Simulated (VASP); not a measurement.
A run of VASP 6.6.1 is set up as follows.

File INCAR:

```
SYSTEM = Fe
  ALGO = Normal
  EDIFF = 1E-7
  EDIFFG = -0.002
  ENCUT = 520
  GGA = PS
  IBRION = 2
  ISIF = 3
  ISMEAR = 0
  ISPIN = 2
  LASPH = .True.
  LCHARG = .False.
  LMAXMIX = 4
  LORBIT = 11
  LREAL = .False.
  LWAVE = .False.
  MAGMOM = 2.5
  NELM = 150
  NSW = 80
  PREC = Accurate
  SIGMA = 0.1
```

KPOINTS

```
k-points
0
Gamma
  20 20 20
  0 0 0
```

Contents of POSCAR:

```
Fe
1.0
   -1.4430000000      1.4430000000      1.4430000000
    1.4430000000     -1.4430000000      1.4430000000
    1.4430000000      1.4430000000     -1.4430000000
Fe
1
Direct
    0.0000000000      0.0000000000      0.0000000000
```

Potentials or basis: VASP PAW PBE potentials, release 64 (Fe).

Command:

```sh
$ cat potpaw_PBE.64/Fe/POTCAR > POTCAR
$ mpirun -np 1 vasp_std > vasp.out
```

(1) What does it give for the space group after relaxing (to 0.05 Å)?

(2) Estimate the band gap on the k mesh.

Answers

(1) Im-3m (No. 229).

(2) none (metal or under the smearing width).
